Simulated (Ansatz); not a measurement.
## Comparing deformations in AlRu

These are results of DFT r2SCAN, scalar-relativistic, plane waves, PAW in Ansatz 0.2.0, not measurements. The runs took a 500 eV cutoff, a Γ-centred 20×20×20 mesh and Gaussian smearing (0.15 eV). No spin polarisation. Energies are free energies at this smearing, counted from the undisturbed cell; pressure is positive in compression.

The starting cell (relaxed at this level; it needn't be the usual structure):

```yaml
crystal:
  lattice:
    - [2.98262, 0.00000, 0.00000]
    - [0.00000, 2.98262, 0.00000]
    - [0.00000, 0.00000, 2.98262]
  atoms:
    - { symbol: Al, position: [0.00000, 0.00000, 0.00000] }
    - { symbol: Ru, position: [0.50000, 0.50000, 0.50000] }
```

The cell is strained by ε times a Voigt pattern (xx, yy, zz, yz, xz, xy; engineering shear) with fractional coordinates fixed. τ = (1/V0) dE/dε comes from the stress tensor. Of each scan, only the three points used here are listed.

| pattern | ε | τ (GPa) |
| --- | --- | --- |
| (1, -1, 0, 0, 0, 0) | -0.0187 | -7.01 |
| (1, -1, 0, 0, 0, 0) | 0.0000 | 0.00 |
| (1, -1, 0, 0, 0, 0) | 0.0187 | 7.01 |
| (0, 1, 0, 0, 0, 0) | -0.0150 | -5.43 |
| (0, 1, 0, 0, 0, 0) | 0.0000 | 0.02 |
| (0, 1, 0, 0, 0, 0) | 0.0150 | 4.92 |

Task: Which constants do the scans give, and which deformation costs least for the same size of strain tensor?

Result: The slope dτ/dε at zero (parabola through three points) is pᵀCp: (1, -1, 0, 0, 0, 0) gives 2(C11 − C12) = 375 GPa; (0, 1, 0, 0, 0, 0) gives C11 = 345 GPa. The size of the strain tensor, ε:ε, is ε² times 2.0, 1.0. Per unit of it the stiffnesses are 188, 345 GPa, so (1, -1, 0, 0, 0, 0) is the softest of these: at ε:ε = (1 %)² the quadratic term costs 0.78 meV/atom against 1.43 for the stiffest.

Task: What else follows for this cubic crystal?

Result: From the unrounded slopes C11 = 345.2 and C12 = 157.7 GPa, so B = (C11 + 2 C12)/3 = 220 GPa and the Poisson ratio for a pull along a cube edge is C12/(C11 + C12) = 0.31.

In a metal these slopes depend on the k mesh and the smearing.

Cost: 18 runs of about 12 core-minutes in all, on Intel Xeon Processor @ 2.70GHz (shared hosts).